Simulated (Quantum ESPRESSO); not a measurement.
Runs of Quantum ESPRESSO 7.5 on BAs. The structure is cubic, space group F-43m (No. 216). The conventional cell has a = 4.777 Å, b = 4.777 Å, c = 4.777 Å, α = 90.00°, β = 90.00°, γ = 90.00°. Around As (site symmetry -43m) lie 4 B at 2.07 Å. Around B (site symmetry -43m) lie 4 As at 2.07 Å. 

| level | potentials or basis | spin | cell | k mesh | cutoff (eV) | k mesh of the self-consistent run | form of the LDA | mesh quality | gap on the mesh (eV) |
| --- | --- | --- | --- | --- | --- | --- | --- | --- | --- |
| PBE | SG15 PBE 1.2 | off | as given | 12 × 12 × 12 | 952 | 12 × 12 × 12 | - | not flagged | 1.20 |
| PBE | PseudoDojo 0.4 FR PBE stringent | non-collinear, zero start, SOC | as given | 4 × 4 × 4 | 1415 | 10 × 10 × 10 | - | coarse | (b) |
| PBEsol | PseudoDojo 0.4.1 SR PBEsol standard | off | as given | 4 × 4 × 4 | 1143 | 10 × 10 × 10 | - | coarse | (a) |
| PBE | Ansatz NC SR PBE | off | volume scaled by 0.96 | 6 × 6 × 6 | 1143 | 10 × 10 × 10 | - | not flagged | 1.26 |
| LDA | PseudoDojo 0.4.1 SR LDA standard | off | as given | 4 × 4 × 4 | 1088 | 10 × 10 × 10 | PW92 | coarse | 1.35 |

Alike in all rows: task single point; smearing fixed.

Problem. Fill in the values left out.

Solution. (a) 1.33; (b) 1.38.

Caveats: some runs use coarse meshes.

A k mesh can miss the band edges, and rows without SOC leave out spin-orbit coupling on As.

The runs don't all hold the same shells in valence.
